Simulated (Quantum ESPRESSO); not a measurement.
## FeO (Wuestite) under changes of volume

One of the cells (10.067 Å³/atom); the others are scaled copies at fixed shape and fractional positions:

```
Fe O
1.0
     1.51882    0.87689    2.51958
    -1.51882    0.87689    2.51958
     0.00000   -1.75378    2.51958
Fe O
1 1
Cartesian
  0.0000 0.0000 0.0000
  0.0000 0.0000 3.7794
```

```yaml
Program: Quantum ESPRESSO 7.5
Functional: LDA
Potentials_or_basis: GBRV 1.5 LDA
Cutoff: 762 eV
Density_cutoff: 6095 eV
k_mesh: 11 × 11 × 11
Occupations: fermi-dirac, width 0.05 eV
Spin: collinear spin, ferromagnetic start
Starting_moments: "[3.0, 0.0] μB"
```

```tsv
volume (Å³/atom)	energy over the lowest point (meV/atom)	pressure (GPa)
9.463	0.00	-5.2
9.664	8.90	-9.4
9.866	22.82	-13.0
10.067	41.15	-16.3
10.268	?	?
10.470	89.05	-21.8
10.671	117.77	-24.1
```

Task: What does the run at 10.268 Å³/atom give?

Result: Energy over the lowest point 63.36 meV/atom; pressure -19.2 GPa.

Worked out: A Birch-Murnaghan fit of order 3 (a polynomial in V^(-2/3)) to the other rows has its minimum at 9.25 Å³/atom, just outside them, with B0 = V·E''(V) = 233 GPa and B' = 4.6 at fixed shape and positions, which overstates the stiffness. It gives 63.30 meV/atom at 10.268 Å³/atom, against the run's 63.36, and -dE/dV = -19.1 GPa, against -19.2.

Energies are extrapolated to zero smearing.

Caveats: a cell with one magnetic atom can't hold antiferromagnetic order, which such compounds often take.
